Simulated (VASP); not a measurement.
# AgI (F-43m) in VASP: notebook

Runs on AgI. Level: PBEsol. Tasks: single point, relaxation of cell and atoms.

Program: VASP 6.6.1. These are calculated values, not measurements. Logs are shortened: lines on timing, memory, paths and dates and some standing lists are left out, and cuts for length are marked.

## (1) The structure

Symmetry: F-43m, No. 216, cubic system. Conventional cell: a = 6.450 Å, b = 6.450 Å, c = 6.450 Å, α = 90.00°, β = 90.00°, γ = 90.00°. Ag (site symmetry -43m) has 4 I at 2.79 Å as nearest neighbours. I (site symmetry -43m) is surrounded by 4 Ag at 2.79 Å.

Measurements of this composition are mostly on another form, of space group No. 229.

## (2) Single point, PBEsol

Input file INCAR:

```
PREC     = Accurate       # precision mode
ENCUT    = 520            # plane-wave cutoff, eV
EDIFF    = 1E-7           # SCF threshold, eV
ISMEAR   = 0              # smearing method
SIGMA    = 0.02           # smearing width, eV
LREAL    = F              # projectors in reciprocal space
LASPH    = T              # aspherical terms in the spheres
NELM     = 100            # most SCF steps
ALGO     = Fast           # electronic algorithm
ISIF     = 2              # what is computed and relaxed
LWAVE    = F              # write WAVECAR
LCHARG   = T              # write CHGCAR
GGA      = PS             # functional
LELF     = T              # ELF
LVHAR    = T            
NBANDS   = 16             # bands
```

Input file KPOINTS:

```
Automatic mesh
0
Gamma
  8 8 8
```

Input file POSCAR:

```
AgI
1.0
    0.0000000000      3.2250960262      3.2250960262
    3.2250960262      0.0000000000      3.2250960262
    3.2250960262      3.2250960262      0.0000000000
Ag I
1 1
Direct
    0.0000000000      0.0000000000      0.0000000000
    0.2500000000      0.2500000000      0.2500000000
```

Potentials or basis: VASP PAW PBE potentials, release 64 (Ag, I).

On the command line:

```console
$ cat potpaw_PBE.64/Ag/POTCAR potpaw_PBE.64/I/POTCAR > POTCAR
$ mpirun -np 1 vasp_std > vasp.out
```

OUTCAR:

```text
PREC = Accurate
   ENCUT = 520
   EDIFF = 1E-7
   ISMEAR = 0
   LREAL = F
   LASPH = T
   NELM = 100
   ISIF = 2
   GGA = PS

 ion  position               nearest neighbor table
   1  0.000  0.000  0.000-   2 2.79   2 2.79   2 2.79   2 2.79
   2  0.250  0.250  0.250-   1 2.79   1 2.79   1 2.79   1 2.79

  LATTYP: Found a face centered cubic cell.
 ALAT       =     6.4501920524

  Lattice vectors:

 A1 = (   0.0000000000,   3.2250960262,   3.2250960262)
 A2 = (   3.2250960262,   0.0000000000,   3.2250960262)
 A3 = (   3.2250960262,   3.2250960262,   0.0000000000)

Analysis of symmetry for initial positions (statically):
=====================================================================
 Subroutine PRICEL returns:
 Original cell was already a primitive cell.

 Routine SETGRP: Setting up the symmetry group for a
 face centered cubic supercell.

 Subroutine GETGRP returns: Found 24 space group operations
 (whereof 24 operations were pure point group operations)
 out of a pool of 48 trial point group operations.

The static configuration has the point symmetry T_d .

Analysis of symmetry for dynamics (positions and initial velocities):
=====================================================================
 Subroutine PRICEL returns:
 Original cell was already a primitive cell.

 Routine SETGRP: Setting up the symmetry group for a
 face centered cubic supercell.

 Subroutine GETGRP returns: Found 24 space group operations
 (whereof 24 operations were pure point group operations)
 out of a pool of 48 trial point group operations.

The dynamic configuration has the point symmetry T_d .

 Subroutine INISYM returns: Found 24 space group operations
 (whereof 24 operations are pure point group operations),
 and found     1 'primitive' translations

----------------------------------------------------------------------------------------

                                     Primitive cell

  volume of cell :      67.0900

  direct lattice vectors                    reciprocal lattice vectors
     0.000000000  3.225096026  3.225096026    -0.155034143  0.155034143  0.155034143
     3.225096026  0.000000000  3.225096026     0.155034143 -0.155034143  0.155034143
     3.225096026  3.225096026  0.000000000     0.155034143  0.155034143 -0.155034143

  length of vectors
     4.560974540  4.560974540  4.560974540     0.268527013  0.268527013  0.268527013

  position of ions in fractional coordinates (direct lattice)
     0.000000000  0.000000000  0.000000000
     0.250000000  0.250000000  0.250000000

  ion indices of the primitive-cell ions
   primitive index   ion index
                 1           1
                 2           2

----------------------------------------------------------------------------------------

 KPOINTS: Automatic mesh

Automatic generation of k-mesh.
 Grid dimensions read from file:
 generate k-points for:    8    8    8

 Generating k-lattice:

  Cartesian coordinates                     Fractional coordinates (reciprocal lattice)
    -0.019379268  0.019379268  0.019379268     0.125000000  0.000000000  0.000000000
     0.019379268 -0.019379268  0.019379268     0.000000000  0.125000000  0.000000000
     0.019379268  0.019379268 -0.019379268     0.000000000  0.000000000  0.125000000

  Length of vectors
     0.033565877  0.033565877  0.033565877

  Shift w.r.t. Gamma in fractional coordinates (k-lattice)
     0.000000000  0.000000000  0.000000000

 Subroutine IBZKPT returns following result:
 ===========================================

 Found     29 irreducible k-points:

 Following reciprocal coordinates:
            Coordinates               Weight
  0.000000  0.000000  0.000000      1.000000
  0.125000  0.000000  0.000000      8.000000
  0.250000  0.000000  0.000000      8.000000
  0.375000  0.000000  0.000000      8.000000
  0.500000  0.000000  0.000000      4.000000
  0.125000  0.125000  0.000000      6.000000
[... 16 lines left out ...]
  0.500000  0.250000  0.125000     48.000000
 -0.375000  0.250000  0.125000     24.000000
 [... further k-points ...]
   k-points           NKPTS =     29   k-points in BZ     NKDIM =     29   number of bands    NBANDS=     16
   number of dos      NEDOS =    301   number of ions     NIONS =      2
   total plane-waves  NPLWV =  46656
   dimension x,y,z NGX =    36 NGY =   36 NGZ =   36
   dimension x,y,z NGXF=    72 NGYF=   72 NGZF=   72
   ions per type =               1   1
   NGX,Y,Z   is equivalent  to a cutoff of  13.12, 13.12, 13.12 a.u.
   NGXF,Y,Z  is equivalent  to a cutoff of  26.24, 26.24, 26.24 a.u.
 SYSTEM =  unknown system
   PREC   = accura    normal or accurate (medium, high low for compatibility)
   ISTART =      0    job   : 0-new  1-cont  2-samecut
   ICHARG =      2    charge: 1-file 2-atom 10-const
   ISPIN  =      1    spin polarized calculation?
   LNONCOLLINEAR =      F non collinear calculations
   LSORBIT =      F    spin-orbit coupling
   LASPH  =      T    aspherical Exc in radial PAW
   ENCUT  =  520.0 eV  38.22 Ry    6.18 a.u.   8.48  8.48  8.48*2*pi/ulx,y,z
   NELM   =    100;   NELMIN=  2; NELMDL= -5     # of ELM steps
   EDIFF  = 0.1E-06   stopping-criterion for ELM
   LREAL  =      F    real-space projection
   EDIFFG = 0.1E-05   stopping-criterion for IOM
   NSW    =      0    number of steps for IOM
   IBRION =     -1    ionic relax: 0-MD 1-quasi-New 2-CG
   NFREE  =      0    steps in history (QN), initial steepest desc. (CG)
   ISIF   =      2    stress and relaxation
   ISYM   =      2    0-nonsym 1-usesym 2-fastsym
   POTIM  = 0.5000    time-step for ionic-motion
   TEBEG  =    0.0;   TEEND  =   0.0 temperature during run
   PSTRESS=    0.0 pullay stress
   NELECT =      18.0000    total number of electrons
   NUPDOWN=      -1.0000    fix difference up-down
   EMIN   =  10.00;   EMAX   =-10.00  energy-range for DOS
   EFERMI =   0.00;   METHOD = LEGACY
   ISMEAR =     0;   SIGMA  =   0.02  broadening in eV -4-tet -1-fermi 0-gaus
   EFERMI_NEDOS =   21; number of points for ismear=-14 and -15
   IALGO  =     68    algorithm
   IMIX   =      4    mixing-type and parameters
     AMIX     =   0.40;   BMIX     =  1.00
     AMIX_MAG =   1.60;   BMIX_MAG =  1.00
  volume/ion in A,a.u.               =      33.55       226.37
  Fermi-wavevector in a.u.,A,eV,Ry     =   1.055876  1.995317 15.168790  1.114875
  Thomas-Fermi vector in A             =   2.191091
   LORBIT       =      0    0 simple, 1 ext, 2 COOP (PROOUT), +10 PAW based schemes
   GGA     = PS    functional components
   LHFCALC =     F    Hartree Fock is set to
   AEXX    =    0.0000 exact exchange contribution
   IVDW    =     0    specifies the selected vdW correction
   LEPSILON=     F    determine dielectric tensor
   LRPA    =     F    only Hartree local field effects (RPA)
 non-spin polarized calculation
 RMM-DIIS sequential band-by-band and
 Gauss-broadening in eV      SIGMA  =   0.02
  energy-cutoff  :      520.00
  volume of cell :       67.09
 maximum number of plane-waves:      1832
 NGX is ok and might be reduce to    36
   NGX = 17   NGY = 17   NGZ = 17

 number of electron      17.9999998 magnetization

 Free energy of the ion-electron system (eV)
  ---------------------------------------------------
  ext. energy  EPLUGINS =         0.00000000
  ---------------------------------------------------
  free energy    TOTEN  =        -5.45485895 eV

  energy without entropy =       -5.45485895  energy(sigma->0) =       -5.45485895

 E-fermi :   3.3771     XC(G=0):  -8.7323

 val. band max:        3.2389485476   @ k =   0.0000   0.0000   0.0000
 cond. band min:       4.4396651168   @ k =   0.0000   0.0000   0.0000
 fundamental gap:      1.2007165691
 Fermi energy:         3.3771037014

 k-point     1 :       0.0000    0.0000    0.0000
  band No.  band energies     occupation
      1      -9.7258      2.00000
      2      -1.1263      2.00000
      3      -1.1263      2.00000
      4      -1.1263      2.00000
      5       0.0617      2.00000
      6       0.0617      2.00000
[... 8 lines left out ...]
     15      13.2695      0.00000
     16      13.2695      0.00000

 k-point     2 :       0.1250    0.0000    0.0000
  band No.  band energies     occupation
      1      -9.6826      2.00000
      2      -1.1542      2.00000
      3      -1.0984      2.00000
      4      -1.0984      2.00000
      5       0.0576      2.00000
      6       0.0576      2.00000
[... 8 lines left out ...]
     15      12.6310      0.00000
     16      12.6809      0.00000

 k-point     3 :       0.2500    0.0000    0.0000
  band No.  band energies     occupation
      1      -9.5750      2.00000
      2      -1.1895      2.00000
      3      -1.0331      2.00000
      4      -1.0331      2.00000
      5       0.0578      2.00000
      6       0.0578      2.00000
[... 8 lines left out ...]
     15      12.4125      0.00000
     16      12.4726      0.00000

 k-point     4 :       0.3750    0.0000    0.0000
  band No.  band energies     occupation
      1      -9.4626      2.00000
      2      -1.1504      2.00000
      3      -0.9727      2.00000
      4      -0.9727      2.00000
      5       0.0773      2.00000
      6       0.0773      2.00000
[... 8 lines left out ...]
     15      13.1365      0.00000
     16      13.1365      0.00000
[... 324 lines left out ...]
 k-point    22 :       0.3750    0.2500    0.1250
  band No.  band energies     occupation
      1      -9.4936      2.00000
      2      -1.2478      2.00000
      3      -0.9503      2.00000
      4      -0.9290      2.00000
      5       0.0143      2.00000
      6       0.1035      2.00000
[... 8 lines left out ...]
     15      13.6473      0.00000
     16      14.7865      0.00000

 k-point    23 :       0.5000    0.2500    0.1250
  band No.  band energies     occupation
      1      -9.4023      2.00000
      2      -1.1486      2.00000
      3      -0.9323      2.00000
      4      -0.8326      2.00000
      5       0.0489      2.00000
      6       0.0960      2.00000
[... 8 lines left out ...]
     15      14.0521      0.00000
     16      14.5537      0.00000

 k-point    24 :      -0.3750    0.2500    0.1250
  band No.  band energies     occupation
      1      -9.3636      2.00000
      2      -1.0326      2.00000
      3      -0.9546      2.00000
      4      -0.7727      2.00000
      5       0.0226      2.00000
      6       0.1062      2.00000
[... 8 lines left out ...]
     15      13.8258      0.00000
     16      14.5250      0.00000

 [... further k-points ...]

------------------------ aborting loop because EDIFF is reached ----------------------------------------

  FORCE on cell =-STRESS in cart. coord.  units (eV):
  Direction    XX          YY          ZZ          XY          YZ          ZX
  --------------------------------------------------------------------------------------
  -------------------------------------------------------------------------------------
  Total       -0.0214489     -0.0214489     -0.0214489      0.0000000      0.0000000     -0.0000000
  in kB       -0.5122207     -0.5122207     -0.5122207      0.0000000      0.0000000     -0.0000000
  external PRESSURE =      -0.5122207 kB  Pullay stress =       0.0000000 kB

 VOLUME and BASIS-vectors are now :
 -----------------------------------------------------------------------------
  energy-cutoff  :      520.00
  volume of cell :       67.09
      direct lattice vectors                 reciprocal lattice vectors
     0.000000000  3.225096026  3.225096026    -0.155034143  0.155034143  0.155034143
     3.225096026  0.000000000  3.225096026     0.155034143 -0.155034143  0.155034143
     3.225096026  3.225096026  0.000000000     0.155034143  0.155034143 -0.155034143

 POSITION                                       TOTAL-FORCE (eV/Angst)
 -----------------------------------------------------------------------------------
      0.00000      0.00000      0.00000         0.000000      0.000000      0.000000
      1.61255      1.61255      1.61255        -0.000000     -0.000000     -0.000000
 -----------------------------------------------------------------------------------
    total drift:                                0.000000      0.000000      0.000000

  FREE ENERGIE OF THE ION-ELECTRON SYSTEM (eV)
  ---------------------------------------------------
  free  energy   TOTEN  =        -5.4548589466 eV

  energy  without entropy=       -5.4548589466  energy(sigma->0) =       -5.45485895
```

Run time: 26 s. Hardware: 1 thread of AMD EPYC 9R45 (Zen 5), shared host; peak memory 0.18 GiB.

What came out:

* Free energy: -5.4549 eV
* Pressure: -0.1 GPa
* Band gap on the k mesh: 1.20 eV, direct

Caveat: the PAW data sets were made with another functional, which shifts forces and pressure a little; spin-orbit coupling is left out, which moves the levels of the heavy elements.

## (3) Single point, PBEsol (cell and atoms relaxed tightly for response)

Input file INCAR:

```
SYSTEM = AgI
PREC = Accurate ; ENCUT = 520
EDIFF = 1E-7 ; ISMEAR = 0
SIGMA = 0.01 ; LREAL = .FALSE.
LASPH = .TRUE. ; NELM = 100
ALGO = Fast ; ISIF = 2
LWAVE = .FALSE. ; LCHARG = .TRUE.
GGA = PS ; LELF = .TRUE.
LVHAR = .TRUE. ; NBANDS = 16
```

Input file KPOINTS:

```
regular mesh
0
G
  8 8 8
  0 0 0
```

POSCAR is that of step 2.

Potentials or basis: VASP PAW PBE potentials, release 64 (Ag, I).

On the command line:

```console
$ cat potpaw_PBE.64/Ag/POTCAR potpaw_PBE.64/I/POTCAR > POTCAR
$ mpirun -np 1 vasp_std > vasp.out
```

Run time: 26 s. Hardware: 1 thread of AMD EPYC 9R45 (Zen 5), shared host; peak memory 0.18 GiB.

The run converged. Its results:

```yaml
Free_energy: -5.4549 eV
Pressure: -0.1 GPa
Band_gap_on_the_k_mesh: 1.20 eV, direct
```

Levels at points of the mesh, in eV from the valence-band top:
| k point | band 6 | band 7 | band 8 | band 9 | band 10 | band 11 | band 12 | band 13 |
| --- | --- | --- | --- | --- | --- | --- | --- | --- |
| (0.00, 0.00, 0.00) | -3.18 | 0.00 | 0.00 | 0.00 | 1.20 | 5.63 | 5.63 | 5.63 |
| (0.50, 0.00, 0.00) | -3.15 | -3.02 | -0.76 | -0.76 | 2.64 | 6.13 | 6.13 | 7.10 |
| (0.50, 0.50, 0.00) | -3.05 | -2.70 | -1.87 | -1.87 | 3.43 | 3.75 | 8.43 | 9.63 |

Caveat: the PAW data sets were made with another functional, which shifts forces and pressure a little; spin-orbit coupling is left out, which moves the levels of the heavy elements.

## (4) Relaxation of cell and atoms, PBEsol (cell and atoms relaxed tightly for response)

Input file INCAR:

```
SYSTEM = AgI
ALGO = Fast
EDIFF = 1E-6
EDIFFG = -0.001
ENCUT = 600
GGA = PS
IBRION = 2
ISIF = 3
ISMEAR = 0
LASPH = .True.
LCHARG = .False.
LREAL = .False.
LWAVE = .False.
NELM = 100
NSW = 80
PREC = Accurate
SIGMA = 0.01
```

Input file KPOINTS:

```
k-points
0
Gamma
  8 8 8
  0 0 0
```

POSCAR is that of step 3.

On the command line:

```console
$ cat potpaw_PBE.64/Ag/POTCAR potpaw_PBE.64/I/POTCAR > POTCAR
$ mpirun -np 1 vasp_std > vasp.out
```

It took 32 s on 1 thread of AMD EPYC 9R45 (Zen 5), shared host; peak memory 0.2 GiB.

The run converged. Its results:

* Free energy: -5.4549 eV
* Relaxed volume: 33.50 Å³/atom
* Relaxed cell: a = 4.559 Å, b = 4.559 Å, c = 4.559 Å, α = 60.00°, β = 60.00°, γ = 60.00°
* Space group after relaxing (to 0.05 Å): F-43m (No. 216)
* Energy gained by relaxing: 0.0 meV/atom
* Ionic steps: 3
* Pressure after relaxing: 0.0 GPa
* Band gap on the k mesh: 1.20 eV, direct

Final structure:
```xyz
2
Lattice="0.0000 3.2237 3.2237 3.2237 0.0000 3.2237 3.2237 3.2237 0.0000" Properties=species:S:1:pos:R:3 pbc="T T T"
Ag    0.0000    0.0000    0.0000
I     1.6118    1.6118    1.6118
```

Levels at points of the mesh, in eV from the valence-band top:
```
           k point  band 6  band 7  band 8  band 9  band 10  band 11  band 12  band 13
(0.00, 0.00, 0.00)   -3.18    0.00    0.00    0.00     1.20     5.63     5.63     5.63
(0.50, 0.00, 0.00)   -3.15   -3.03   -0.76   -0.76     2.64     6.12     6.12     7.11
(0.50, 0.50, 0.00)   -3.06   -2.71   -1.88   -1.88     3.42     3.75     8.44     9.63
```

Caveat: the PAW data sets were made with another functional, which shifts forces and pressure a little; spin-orbit coupling is left out, which moves the levels of the heavy elements.

## (5) Overview

```tsv
task	cell	cutoff (eV)	smearing	gap on the mesh (eV)	pressure (GPa)
single point	as given	520	gaussian 0.02 eV	1.20	-0.1
single point	cell and atoms relaxed tightly for response	520	gaussian 0.01 eV	1.20	-0.1
relaxation of cell and atoms	relaxed from: cell and atoms relaxed tightly for response	600	gaussian 0.01 eV	1.20	0.0
```

Alike in all rows: level PBEsol; potentials or basis VASP PAW PBE potentials, release 64 (Ag, I); no spin polarisation; k mesh 8 × 8 × 8.

Caveats: the PAW data sets were made with another functional, which shifts forces and pressure a little; spin-orbit coupling is left out, which moves the levels of the heavy elements.

Total energies depend on the potentials used, so only differences within one code and one set of settings carry meaning.
